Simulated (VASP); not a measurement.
**PbSe (strained rocksalt), PBE single-point calculation: Ansatz's output and VASP's**

```xyz
2
Lattice="0.0000 3.0269 3.1006 3.0269 0.0000 3.1006 3.0269 3.0269 0.0000" Properties=species:S:1:pos:R:3 pbc="T T T"
Pb    0.0000    0.0000    0.0000
Se    3.0269    3.0269    3.1006
```

Ansatz printed

```
SCF 1 converged in 6 iterations: F = -17376.585357 eV  dr2 = 7.12e-9
  greatest PAW one-centre occupation: 1.000 electrons in one spin orbital (limit 2), on the Se atom at site 1 (counted from 0), in its partial waves of l = 2
NSCF: frozen V_eff on 7 k-points
SCF converged after 6 iterations
Free energy (F): -17376.585357 eV
Harris-Foulkes:  -17376.585357 eV  (|F-HF|=5.52e-9)
Internal energy: -17376.585346 eV  (E = F + TS)
E sigma→0 (E₀):  -17376.585351 eV
Entropy (-TS):   -0.000011 eV (-0.006 meV/atom)
Fermi energy:    9.326090 eV
--- Per-component energies (eV) ---
  E_band       = -421.511032
  E_kinetic    = 406.594999
  E_local      = -3513.961627  (includes V_loc(G=0)·N_el)
  E_nonlocal   = -245.942041
  E_hartree    = 1637.751987
  E_xc         = -325.988877
  E_vxc        = -231.757405  (∫ρ·V_xc dr)
  E_paw        = -12314.663961  (= ΣΔE_a)
  E_vpaw       = -111.943372  (= ΣTr[D̂ρ^β])
  E_aug_tail   = -0.000510  (compensation charges beyond the density's cutoff)
  E_ewald      = -3020.375317
  E_smearing   = -0.000011  (= −TS)
  E_closure    = -0.000000  (closes the sum)
  Σ components = -17376.585357   (vs F -17376.585357, Δ=0.00e0)
--- Forces (eV/Å), atoms counted from 1 ---
  atom   1  Pb    -0.00000000     0.00000000     0.00000000
  atom   2  Se     0.00000000     0.00000000     0.00000000
  max |Σ_I F_I| component: 4.73e-30 eV/Å
--- Stress (GPa, compression-positive) ---
        4.079213       0.000000       0.000000
        0.000000       4.079213       0.000000
        0.000000       0.000000       0.994903
  P = ⅓ Tr σ = 3.0511 GPa (30.511 kbar)
--- Band table (eV; the first three rows and the last of 59) ---
  k-point 0: bands = ["-38.0784", "-38.0771", "-38.0758", "-38.0751", "-38.0751", "-7.6824", "-7.6800", "-7.6800", "-7.6748", "-7.6687", "-4.4974", "2.9041", "7.1857", "7.1857", "7.3939", "13.5549", "14.1018", "14.1018", "15.5886"]
  k-point 1: bands = ["-38.0784", "-38.0771", "-38.0757", "-38.0751", "-38.0751", "-7.6851", "-7.6787", "-7.6781", "-7.6708", "-7.6701", "-4.3773", "2.4931", "7.2393", "7.3326", "7.5681", "12.7055", "13.2069", "13.3900", "15.5062"]
  k-point 2: bands = ["-38.0784", "-38.0771", "-38.0757", "-38.0751", "-38.0751", "-7.6931", "-7.6850", "-7.6772", "-7.6619", "-7.6584", "-4.0472", "1.5944", "7.3924", "7.4473", "8.1209", "11.2959", "12.0203", "12.2137", "15.7016"]
  k-point 58: bands = ["-38.0784", "-38.0771", "-38.0758", "-38.0750", "-38.0750", "-7.8095", "-7.6923", "-7.6510", "-7.6360", "-7.6360", "-3.1080", "1.8749", "4.1486", "5.9178", "5.9178", "12.9002", "14.9143", "14.9143", "15.0678"]
```

The two codes use different PAW datasets and cutoffs. VASP's cell holds 20 valence electrons and Ansatz's 30. Ansatz's stress includes a Pulay correction; VASP's doesn't.

Task: What does VASP give for the same cell and level of theory?

Result: gap between bands v and c 0.24 eV; least direct gap 0.24 eV; pressure 3.0 GPa.

From OUTCAR

```
k-points           NKPTS =     59   k-points in BZ     NKDIM =     59   number of bands    NBANDS=     17

   NELECT =      20.0000    total number of electrons

   dimension x,y,z NGX =    32 NGY =   32 NGZ =   32
   dimension x,y,z NGXF=    64 NGYF=   64 NGZF=   64

  energy-cutoff  :      520.00
  volume of cell :       56.82
      direct lattice vectors                 reciprocal lattice vectors
     0.000000000  3.026928176  3.100551211    -0.165183966  0.165183966  0.161261649
     3.026928176  0.000000000  3.100551211     0.165183966 -0.165183966  0.161261649
     3.026928176  3.026928176  0.000000000     0.165183966  0.165183966 -0.161261649

 k-points in reciprocal lattice and weights: KPOINTS created by Atomic Simulation Env
   0.00000000  0.00000000  0.00000000       0.002
   0.12500000  0.00000000  0.00000000       0.016
   0.25000000  0.00000000  0.00000000       0.016
   0.37500000  0.00000000  0.00000000       0.016
   0.50000000  0.00000000  0.00000000       0.008
   0.12500000  0.12500000  0.00000000       0.004
   0.25000000  0.12500000  0.00000000       0.016
   0.37500000  0.12500000  0.00000000       0.016
   ...

 E-fermi :   5.3277

 k-point     1 :       0.0000    0.0000    0.0000
  band No.  band energies     occupation
      1     -11.6730      2.00000
      2     -11.6702      2.00000
      3     -11.6702      2.00000
      4     -11.6639      2.00000
      5     -11.6577      2.00000
      6      -8.4912      2.00000
      7      -1.1006      2.00000
      8       3.1919      2.00000
      9       3.1919      2.00000
     10       3.3997      2.00000
     11       9.5573      0.00000
     12      10.1045      0.00000
     13      10.1045      0.00000
     14      11.5859      0.00000
     15      11.7308      0.00000
     16      11.7308      0.00000
     17      13.3321      0.00000

 k-point     2 :       0.1250    0.0000    0.0000
  band No.  band energies     occupation
      1     -11.6755      2.00000
      2     -11.6689      2.00000
      3     -11.6681      2.00000
      4     -11.6600      2.00000
      5     -11.6593      2.00000
      6      -8.3709      2.00000
      7      -1.5112      2.00000
      8       3.2454      2.00000
      9       3.3385      2.00000
     10       3.5731      2.00000
     11       8.7074      0.00000
     12       9.2090      0.00000
     13       9.3922      0.00000
     14      11.5059      0.00000
     15      11.9942      0.00000
     16      12.0646      0.00000
     17      14.3661      0.00000

 k-point     3 :       0.2500    0.0000    0.0000
  band No.  band energies     occupation
      1     -11.6834      2.00000
      2     -11.6743      2.00000
      3     -11.6672      2.00000
      4     -11.6518      2.00000
      5     -11.6478      2.00000
      6      -8.0402      2.00000
      7      -2.4097      2.00000
      8       3.3985      2.00000
      9       3.4532      2.00000
     10       4.1241      2.00000
     11       7.2977      0.00000
     12       8.0223      0.00000
     13       8.2158      0.00000
     14      11.7029      0.00000
     15      12.8912      0.00000
     16      12.9045      0.00000
     17      16.2672      0.00000

 k-point     4 :       0.3750    0.0000    0.0000
  band No.  band energies     occupation
      1     -11.6914      2.00000
      2     -11.6835      2.00000
      3     -11.6663      2.00000
      4     -11.6411      2.00000
      5     -11.6348      2.00000
      6      -7.6210      2.00000
      7      -3.2887      2.00000
      8       3.5785      2.00000
      9       3.6011      2.00000
     10       4.6960      2.00000
     11       6.1597      0.00000
     12       7.1389      0.00000
     13       7.2898      0.00000
     14      12.6646      0.00000
     15      14.1668      0.00000
     16      14.2300      0.00000
     17      16.6753      0.00000

 k-point     5 :       0.5000    0.0000    0.0000
  band No.  band energies     occupation
      1     -11.6948      2.00000
      2     -11.6875      2.00000
      3     -11.6660      2.00000
      4     -11.6366      2.00000
      5     -11.6294      2.00000
      6      -7.4026      2.00000
      7      -3.6771      2.00000
      8       3.6443      2.00000
      9       3.7082      2.00000
     10       5.2058      1.99550
     11       5.4496      0.00450
     12       6.8025      0.00000
     13       6.9288      0.00000
     14      13.7421      0.00000
     15      15.2618      0.00000
     16      15.2966      0.00000
     17      15.4911      0.00000

 ...

  Total        1.4423701      1.4423701      0.3454116      0.0000000     -0.0000000      0.0000000
  in kB       40.6737446     40.6737446      9.7403451      0.0000000     -0.0000000      0.0000000
  external PRESSURE =      30.3626114 kB  Pullay stress =       0.0000000 kB

 POSITION                                       TOTAL-FORCE (eV/Angst)
 -----------------------------------------------------------------------------------
      0.00000      0.00000      0.00000        -0.000000      0.000000      0.000000
      3.02693      3.02693      3.10055         0.000000     -0.000000      0.000000
 -----------------------------------------------------------------------------------
    total drift:                                0.000000     -0.000000     -0.000000

  FREE ENERGIE OF THE ION-ELECTRON SYSTEM (eV)
  ---------------------------------------------------
  free  energy   TOTEN  =        -8.1605053713 eV

  energy  without entropy=       -8.1604953953  energy(sigma->0) =       -8.16050038
```
